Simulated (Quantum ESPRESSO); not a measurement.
Crystal: BN.

```
N B
1.0
     2.55394    0.00000    0.00000
    -1.27697    2.21178    0.00000
     0.00000    0.00000    4.22685
N B
2 2
Direct
  0.33333 0.66667 0.12528
  0.66667 0.33333 0.62528
  0.33333 0.66667 0.49972
  0.66667 0.33333 0.99972
```

Measurements of this composition are mostly on another form, of space group No. 194.

Base run:

| Item | Value |
| --- | --- |
| Program | Quantum ESPRESSO 7.5 |
| Functional | BLYP |
| Potentials or basis | GBRV 1.5 PBE |
| Cutoff | 612 eV |
| Density cutoff | 4898 eV |
| k mesh | 8 × 8 × 4, shifted |
| Occupations | fermi-dirac, width 0.05 eV |
| Spin | no spin polarisation |

Its results: pressure 9.0 GPa; largest force 0.023 eV/Å; electronic dielectric tensor (diagonal) 4.47, 4.47, 4.63.

Problem. The run is repeated on the same cell with these changes: functional from BLYP to AM05. What comes out?

Solution. Pressure -5.9 GPa; largest force 0.015 eV/Å; electronic dielectric tensor (diagonal) 4.63, 4.63, 4.79.

AM05 binds more tightly than BLYP, so the same cell stands under less pressure.

Caveats: the potentials were made for another functional, which shifts forces and pressure; the cell is more than 3 GPa from zero pressure, which shifts response properties.
